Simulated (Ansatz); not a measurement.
An Ansatz input:

```yaml
crystal:
  lattice:
    - [4.5062261304, 0.0, 0.0]
    - [-2.2531130652, 3.9025063041, 0.0]
    - [0.0, 0.0, 2.6731704414]
  atoms:
    - { symbol: Pd, position: [0.0, 1.0, 1.0], spin: 0.5 }
    - { symbol: Pd, position: [0.3333333333, 0.6666666667, 0.5], spin: 0.5 }
    - { symbol: Pd, position: [0.6666666667, 0.3333333333, 0.5], spin: 0.5 }
hamiltonian:
  xc: pbe
  pseudopotentials:
    kind: paw
    azcp:
      Pd: "pseudopotentials/Pd.paw.azcp"
basis:
  ecutwfc: 420
  fft_grid_basis: typed
kpoints:
  mp_grid: { grid: [11, 11, 15], shift: [0, 0, 0] }
magnetization:
  spin_polarized: true
scf:
  occupations: { method: fermi_dirac, width: 0.05 }
```

and its output:

```
Engine: ansatz 0.2.0, x86_64-unknown-linux-gnu
Pseudopotentials: kind: paw
Pseudopotential: Pd, paw, valence charge 18, recommended cutoff 420 eV (normal) 
Functional definition: PBE
  parameter kappa = 0.804
  parameter beta = 0.06672455060314922
  exchange = pbe_x(kappa = kappa, mu = beta*pi^2/3)
  correlation = pbe_c(beta = beta)
Crystal: 3 atoms, lattice volume = 47.009 Å³
Basis set: ecut = 420 eV, 927 PW (Γ)
Bands: 34, of which v1, the nominal top of the filled ones, is band 27 counted from 1 (26 counted from 0)
Symmetry: 24 space group operations
Space group: P6/mmm (ITA 191), of the structure as read, at distance tolerance 3.6e-5 Å
Magnetic group: BNS 191.233 (UNI 1463), of the structure as read, at distance tolerance 3.6e-5 Å
k-points: 128 of 1815
Non-local potential: Pd, projectors of the file, l = 0: 2, l = 1: 2, l = 2: 2, l = 3: 1
PAW form: soft (Blöchl's): semilocal exchange-correlation on the pseudo side does not see the compensation charge
PAW one-centre angular grid: Pd, 590 points (default); XC on 64 Gauss nodes
Initial density: superposition of atomic densities (chi_scale 0.1, normalization cell)
Starting moments: Σ|m| = 1.5 μB on 3 of 3 sites
Initial wavefunctions: pseudopotential atomic-orbital guess
Functional: x = pbe(κ = 0.804, μ = 0.2195149727645171), c = pbe(β = 0.06672455060314922)
SCF iter   1: F=—  HF=-20920.980174 eV  |F-HF|=—  |Δ(HF+E_count)|=         —  Δρ=8.43e-2 (↑8.43e-2 ↓6.66e-2)  dr2=1.08e1  dr2_m=7.49e-2  M=0.986 μB ∫|m|=1.005 μB  β_m=0.30  ethr=3.10e-3  ⟨swp⟩=5.8  Hψ=34220  notcnv=0  defer=39
spin=Collinear: Kerker preconditioning applied to the charge; magnetization (m = ρ↑ − ρ↓) channel mixes plain (no charge-response kernel on spin).
SCF iter   2: F=—  HF=-20919.112273 eV  |F-HF|=—  |Δ(HF+E_count)|=    1.87e0  Δρ=4.98e-2 (↑4.98e-2 ↓3.80e-2)  dr2=3.59e0  dr2_m=4.36e-2  M=0.925 μB ∫|m|=0.955 μB  β_m=0.30  ethr=3.10e-3  ⟨swp⟩=2.0  Hψ=15573  notcnv=0  defer=286
spin-set hold released at iteration 2 (site moments show no strong build): the magnetisation degrees of freedom join the quasi-Newton model from the next iteration; the mixer history was kept
SCF iter   3: F=—  HF=-20918.230136 eV  |F-HF|=—  |Δ(HF+E_count)|=   8.82e-1  Δρ=1.90e-2 (↑1.43e-2 ↓1.90e-2)  dr2=1.67e-1  dr2_m=3.03e-2  M=0.842 μB ∫|m|=0.879 μB  β_m=0.30  ethr=3.10e-3  ⟨swp⟩=2.1  Hψ=13934  notcnv=0  defer=283
SCF iter   4: F=—  HF=-20918.228770 eV  |F-HF|=—  |Δ(HF+E_count)|=   1.37e-3  Δρ=1.11e-2 (↑8.09e-3 ↓1.11e-2)  dr2=3.67e-2  dr2_m=2.41e-2  M=0.829 μB ∫|m|=0.863 μB  β_m=0.43  ethr=3.09e-4  ⟨swp⟩=2.2  Hψ=12387  notcnv=0  defer=308
SCF iter   5: F=—  HF=-20918.240010 eV  |F-HF|=—  |Δ(HF+E_count)|=   1.12e-2  Δρ=6.19e-3 (↑5.64e-3 ↓6.19e-3)  dr2=7.49e-3  dr2_m=1.33e-2  M=0.750 μB ∫|m|=0.787 μB  β_m=0.71  ethr=6.79e-5  ⟨swp⟩=2.8  Hψ=16016  notcnv=0  defer=308
SCF iter   6: F=—  HF=-20918.246443 eV  |F-HF|=—  |Δ(HF+E_count)|=   6.43e-3  Δρ=3.33e-3 (↑2.17e-3 ↓3.33e-3)  dr2=5.46e-3  dr2_m=2.38e-3  M=0.616 μB ∫|m|=0.658 μB  β_m=0.86  ethr=1.39e-5  ⟨swp⟩=2.0  Hψ=11546  notcnv=0  defer=308
SCF iter   7: F=—  HF=-20918.247589 eV  |F-HF|=—  |Δ(HF+E_count)|=   1.15e-3  Δρ=1.60e-3 (↑1.60e-3 ↓1.50e-3)  dr2=4.63e-4  dr2_m=9.46e-4  M=0.510 μB ∫|m|=0.547 μB  β_m=0.93  ethr=1.01e-5  ⟨swp⟩=1.7  Hψ=10362  notcnv=0  defer=308
SCF iter   8: F=—  HF=-20918.248897 eV  |F-HF|=—  |Δ(HF+E_count)|=   1.31e-3  Δρ=1.02e-3 (↑8.92e-4 ↓1.02e-3)  dr2=1.84e-4  dr2_m=3.36e-4  M=0.363 μB ∫|m|=0.387 μB  β_m=0.96  ethr=8.57e-7  ⟨swp⟩=2.0  Hψ=13831  notcnv=0  defer=308
SCF iter   9: F=—  HF=-20918.249577 eV  |F-HF|=—  |Δ(HF+E_count)|=   6.80e-4  Δρ=5.40e-4 (↑5.40e-4 ↓4.86e-4)  dr2=4.14e-5  dr2_m=9.09e-5  M=0.201 μB ∫|m|=0.213 μB  β_m=0.98  ethr=3.41e-7  ⟨swp⟩=2.0  Hψ=15374  notcnv=0  defer=308
SCF iter  10: F=—  HF=-20918.249845 eV  |F-HF|=—  |Δ(HF+E_count)|=   2.68e-4  Δρ=2.48e-4 (↑1.90e-4 ↓2.48e-4)  dr2=4.71e-5  dr2_m=5.79e-6  M=0.024 μB ∫|m|=0.025 μB  β_m=0.99  ethr=7.67e-8  ⟨swp⟩=2.7  Hψ=16450  notcnv=0  defer=308
SCF iter  11: F=—  HF=-20918.249847 eV  |F-HF|=—  |Δ(HF+E_count)|=   1.77e-6  Δρ=6.36e-5 (↑6.36e-5 ↓3.04e-5)  dr2=1.78e-6  dr2_m=6.70e-7  M=-0.007 μB ∫|m|=0.007 μB  β_m=1.00  ethr=7.67e-8  ⟨swp⟩=2.3  Hψ=14285  notcnv=0  defer=308
SCF iter  12: F=—  HF=-20918.249847 eV  |F-HF|=—  |Δ(HF+E_count)|=   6.57e-7  Δρ=1.82e-5 (↑1.73e-5 ↓1.82e-5)  dr2=2.00e-7  dr2_m=8.45e-8  M=-0.004 μB ∫|m|=0.004 μB  β_m=1.00  ethr=3.30e-9  ⟨swp⟩=2.1  Hψ=11895  notcnv=0  defer=308
SCF iter  13: F=—  HF=-20918.249848 eV  |F-HF|=—  |Δ(HF+E_count)|=   1.08e-7  Δρ=1.36e-5 (↑1.36e-5 ↓5.42e-6)  dr2=8.85e-8  dr2_m=2.40e-8  M=-0.001 μB ∫|m|=0.001 μB  β_m=0.95  ethr=1.85e-10  ⟨swp⟩=2.5  Hψ=17482  notcnv=0
SCF iter  14: F=—  HF=-20918.249848 eV  |F-HF|=—  |Δ(HF+E_count)|=   7.40e-9  Δρ=4.37e-6 (↑4.37e-6 ↓2.55e-6)  dr2=2.74e-9  dr2_m=4.67e-9  M=-0.000 μB ∫|m|=0.000 μB  β_m=0.97  ethr=1.64e-10  ⟨swp⟩=2.0  Hψ=16330  notcnv=0
SCF iter  15: F=—  HF=-20918.249848 eV  |F-HF|=—  |Δ(HF+E_count)|=   3.47e-9  Δρ=7.86e-7 (↑7.86e-7 ↓6.39e-7)  dr2=1.92e-10  dr2_m=1.82e-10  M=-0.000 μB ∫|m|=0.000 μB  β_m=0.99  ethr=5.08e-12  ⟨swp⟩=2.6  Hψ=17668  notcnv=0
SCF iter  16: F=-20918.249848 eV  HF=-20918.249848 eV  |F-HF|=0.00e0  |Δ(HF+E_count)|=  1.56e-10  Δρ=2.57e-7 (↑2.57e-7 ↓1.03e-7)  dr2=1.67e-11  dr2_m=7.40e-12  M=-0.000 μB ∫|m|=0.000 μB  ethr=1.00e-12  ⟨swp⟩=2.0  Hψ=16740  notcnv=0
SCF 1 converged in 16 iterations: F = -20918.249848 eV  dr2 = 1.67e-11
WARN: the starting moments were not kept: the SCF closed with an absolute magnetisation of 4.5e-5 μB, where they sum to 1.5 μB in size (3 sites). That is at most 0.1 of that sum. Measured as dr2_m measures the in/out step, that magnetisation stands 5.1e-10 eV from none, at or under the dr2_threshold of 1.0e-7 eV: it is no larger than a step whose dr2_m would equal this threshold. The system may hold no moment; this SCF shows only that its start led to no more than that. To try another start: raise the starting moments (crystal.atoms[].spin, magnetization.per_species, magnetization.initial_magnetization, or on a non-collinear deck that types none of these the spinor_matrix: blocks that start its atoms; where the total moment is fixed, keep their sum and leave initial_magnetization as it is; typed ones take the place of any that the run laid by itself, positive ones on a crystal's lanthanoids without a Hubbard term where scf.initial_density.shell_occupations: [] is typed) or, if the notice of its spin-set hold's release reads "site moments contracting" or "site moments show no strong build", lengthen the hold (scf.mixing.spin_hold: { on: { confirm: 4 } }; for m-r²SCAN on two components see the key's manual first). Each may lead to a state that holds a moment. A second SCF, from the converged charge density, with the starting moments and any scf.initial_density.shell_occupations laid on it anew, would have followed, and was not run: the deck does not ask for one (magnetization.retry_lost_moments is false, the default). To let it run, set magnetization.retry_lost_moments: true and run the deck again, where that key's refused combinations let it; where memory then withholds it, that run's warning says so.
SCF converged after 16 iterations
Magnetization: -0.0000 μB (27.0000 up, 27.0000 down)
Absolute magnetization: 0.0000 μB (∫|ρ↑−ρ↓|, with the PAW one-centre terms)
Spin contamination: 0.0000 ħ² per cell (⟨S²⟩ above its minimum at these occupations)
Per-site moments (μB) at R_I (Å): [(-1.529057417101544e-5, 1.1026828070775), (-1.4006006177715384e-5, 1.0731892336307518), (-1.400600617775395e-5, 1.0731892336307518)]
Free energy (F): -20918.249848 eV
Harris-Foulkes:  -20918.249848 eV  (|F-HF|=0.00e0)
Internal energy: -20918.194393 eV  (E = F + TS)
E sigma→0 (E₀):  -20918.222121 eV
Entropy (-TS):   -0.055454 eV (-18.485 meV/atom)
Fermi energy:    18.261359 eV
--- Per-component energies (eV) ---
  E_band       = -481.557669
  E_kinetic    = 1539.723936
  E_local      = -5526.717028  (includes V_loc(G=0)·N_el)
  E_nonlocal   = 652.267308
  E_hartree    = 2237.740191
  E_xc         = -505.009047
  E_vxc        = -633.466917  (∫ρ·V_xc dr)
  E_paw        = -11251.097598  (= ΣΔE_a)
  E_vpaw       = -988.845853  (= ΣTr[D̂ρ^β])
  E_aug_tail   = 0.000606  (compensation charges beyond the density's cutoff)
  E_ewald      = -8065.102761
  E_smearing   = -0.055454  (= −TS)
  E_closure    = 0.000000  (closes the sum)
  Σ components = -20918.249848   (vs F -20918.249848, Δ=0.00e0)
```

Launched by

```sh
ansatz run input.yaml --threads 1 --pin off --max-ram 3584MiB --backend cpu --events-out ev --progress --plain --runs-dir out
```

On 1 thread of Intel(R) Xeon(R) Platinum 8259CL CPU @ 2.50GHz (Skylake/Cascade Lake) (shared host) this took about 42 s of wall time and 40 s of CPU time.
